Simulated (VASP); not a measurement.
TiCo under changes of volume

One of the cells (13.580 Å³/atom); the others are scaled copies at fixed shape and fractional positions:

```
CELL_PARAMETERS angstrom
3.00589 0.00000 0.00000
0.00000 3.00589 0.00000
0.00000 0.00000 3.00589
ATOMIC_POSITIONS crystal
Co 0.50000 0.50000 0.50000
Ti 0.00000 0.00000 0.00000
```

The cell comes from a database or a generator and needn't be the stable form of this composition.

```yaml
Program: VASP 6.6.1
Functional: PBEsol
Potentials_or_basis: VASP PAW PBE potentials, release 64 (Co, Ti_sv)
Cutoff: 520 eV
k_mesh: 9 × 9 × 9
Occupations: fermi-dirac, width 0.05 eV
Spin: collinear spin, ferromagnetic start
Starting_moments: "[2.0, 1.0] μB"
```

```tsv
volume (Å³/atom)	energy over the lowest point (meV/atom)	pressure (GPa)	moment (μB per cell)
12.515	0.00	1.9	0.55
12.781	?	?	?
13.047	6.66	-5.5	0.63
13.580	35.23	-11.4	0.72
13.846	56.18	-13.8	0.76
14.112	80.84	-15.9	0.81
```

What does the run at 12.781 Å³/atom give?

Energy over the lowest point 0.25 meV/atom; pressure -2.0 GPa; moment 0.59 μB per cell.

Worked out: A Birch-Murnaghan fit of order 3 (a polynomial in V^(-2/3)) to the other rows has its minimum at 12.64 Å³/atom with B0 = V·E''(V) = 188 GPa and B' = 4.9. It gives 0.25 meV/atom at 12.781 Å³/atom, against the run's 0.25, and -dE/dV = -2.1 GPa, against -2.0. A straight line through the other rows of the moment, of slope 0.162 μB per Å³/atom, gives 0.59 μB, against the run's 0.59.

Energies are extrapolated to zero smearing.

Caveats: the PAW data sets were made with another functional, which shifts forces and pressure a little.
